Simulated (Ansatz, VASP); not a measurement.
# Two plane-wave programs on BaZrO3

POSCAR

```
BaZrO3
1.0
    4.1633013651      0.0000000000      0.0000000000
    0.0000000000      4.1633013651      0.0000000000
    0.0000000000      0.0000000000      4.2281670064
Ba Zr O
1 1 3
Direct
    0.0000000000      0.0000000000      0.0000000000
    0.5000000000      0.5000000000      0.5000000000
    0.5000000000      0.5000000000      0.0000000000
    0.5000000000      0.0000000000      0.5000000000
    0.0000000000      0.5000000000      0.5000000000
```

INCAR.step1

```
SYSTEM = BaZrO3
ALGO = Normal ; EDIFF = 1E-4
ENCUT = 520 ; GGA = PE
ISMEAR = 0 ; LASPH = .TRUE.
LCHARG = .FALSE. ; LREAL = .FALSE.
LWAVE = .TRUE. ; NBANDS = 28
NELM = 100 ; PREC = Accurate
SIGMA = 0.01
```

Contents of INCAR.step2:

```
SYSTEM = BaZrO3
ALGO = Normal ; EDIFF = 1E-6
ENCUT = 520 ; ISIF = 2
ISMEAR = 0 ; ISTART = 1
LASPH = .TRUE. ; LCHARG = .TRUE.
LELF = .TRUE. ; LMIXTAU = .TRUE.
LREAL = .FALSE. ; LVHAR = .TRUE.
LWAVE = .FALSE. ; METAGGA = R2SCAN
NBANDS = 28 ; NELM = 100
PREC = Accurate ; SIGMA = 0.01
```

KPOINTS

```
k-points
0
G
  6 6 6
  0 0 0
```

Input for Ansatz:

```yaml
crystal:
  lattice:
    - [4.1633013651, 0.0, 0.0]
    - [0.0, 4.1633013651, 0.0]
    - [0.0, 0.0, 4.2281670064]
  atoms:
    - { symbol: Ba, position: [0.0, 0.0, 0.0] }
    - { symbol: Zr, position: [0.5, 0.5, 0.5] }
    - { symbol: O, position: [0.5, 0.5, 0.0] }
    - { symbol: O, position: [0.5, 0.0, 0.5] }
    - { symbol: O, position: [0.0, 0.5, 0.5] }
kpoints:
  mp_grid: { grid: [6, 6, 6] }
  band_path:
    path:
      - [0.0, 0.0, 0.0]
      - [0.0, 0.5, 0.0]
      - [0.5, 0.5, 0.0]
      - [0.5, 0.5, 0.5]
      - [-0.5, -0.5, 0.494792]
    npoints: 1
hamiltonian:
  xc: r2scan
scf:
  occupations: { method: fixed }
  n_extra_bands: 5
output:
  forces: true
  stress: true
  eigenvalues: true
```

Change from the starting cell: epitaxial_xy strain -1.0%.

Alike in both runs: task single point; functional r2SCAN; k mesh 6 × 6 × 6; no spin polarisation.

```csv
,VASP,Ansatz
version,VASP 6.6.1,Ansatz 0.2.0
potentials or method,"VASP PAW PBE potentials, release 64 (Ba_sv, Zr_sv, O)","plane waves, PAW"
plane-wave cutoff (eV),520,500
occupations,"gaussian, width 0.01 eV",fixed
valence electrons in the cell,40,40
```

```csv
,VASP,Ansatz,Ansatz less VASP
gap on the k mesh at the Fermi level (eV),3.68,3.73,+0.054
pressure (GPa),3.6,2.5,-1.10
largest component of the traceless stress (GPa),2.57,2.50,-0.066
```

Caveats: the PAW data sets were made with another functional, which shifts forces and pressure a little (VASP); spin-orbit coupling is left out, which moves the levels of the heavy elements. A k mesh can miss the band edges.
